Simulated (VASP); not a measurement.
A run of VASP 6.6.1 is set up as follows.

INCAR

```
PREC     = Accurate       # precision mode
ENCUT    = 520            # plane-wave cutoff, eV
EDIFF    = 1E-6           # SCF threshold, eV
ISMEAR   = -1             # smearing method
SIGMA    = 0.05           # smearing width, eV
LREAL    = False          # projectors in reciprocal space
LASPH    = True           # aspherical terms in the spheres
NELM     = 80             # most SCF steps
ALGO     = Fast           # electronic algorithm
ISIF     = 2              # what is computed and relaxed
LWAVE    = False          # write WAVECAR
LCHARG   = False          # write CHGCAR
MAGMOM   = 0 0 0 0 0 0    # initial moments
LORBIT   = 11             # projections on sites
LSORBIT  = True           # spin-orbit coupling
GGA_COMPAT= False        
LMAXMIX  = 4              # l up to which the mixer works
GGA      = PS             # functional
```

The input KPOINTS:

```
regular mesh
0
Gamma
  7 7 7
```

File POSCAR:

```
WC
1.0
    2.9065000000      0.0000000000      0.0000000000
   -1.4532500000      2.5171028361      0.0000000000
    0.0000000000      0.0000000000      2.8366000000
W C
1 1
Direct
    0.0000000000      0.0000000000      0.0000000000
    0.6666666667      0.3333333333      0.5000000000
```

The input KPOINTS_OPT:

```
path GMKGALHA,LM,KH
15
line-mode
reciprocal
 0.0000000000  0.0000000000  0.0000000000  G
 0.5000000000  0.0000000000  0.0000000000  M

 0.5000000000  0.0000000000  0.0000000000  M
 0.3333333333  0.3333333333  0.0000000000  K

 0.3333333333  0.3333333333  0.0000000000  K
 0.0000000000  0.0000000000  0.0000000000  G

 0.0000000000  0.0000000000  0.0000000000  G
 0.0000000000  0.0000000000  0.5000000000  A

 0.0000000000  0.0000000000  0.5000000000  A
 0.5000000000  0.0000000000  0.5000000000  L

 0.5000000000  0.0000000000  0.5000000000  L
 0.3333333333  0.3333333333  0.5000000000  H

 0.3333333333  0.3333333333  0.5000000000  H
 0.0000000000  0.0000000000  0.5000000000  A

 0.5000000000  0.0000000000  0.5000000000  L
 0.5000000000  0.0000000000  0.0000000000  M

 0.3333333333  0.3333333333  0.0000000000  K
 0.3333333333  0.3333333333  0.5000000000  H
```

Potentials or basis: VASP PAW PBE potentials, release 64 (W_sv, C).

The run is started by

```bash
$ cat potpaw_PBE.64/W_sv/POTCAR potpaw_PBE.64/C/POTCAR > POTCAR
$ mpirun -np 1 vasp_ncl > vasp.out
```

(1) Estimate the pressure.

## Answers

(1) -1.2 GPa.

Caveat: the PAW data sets were made with another functional, which shifts forces and pressure a little.
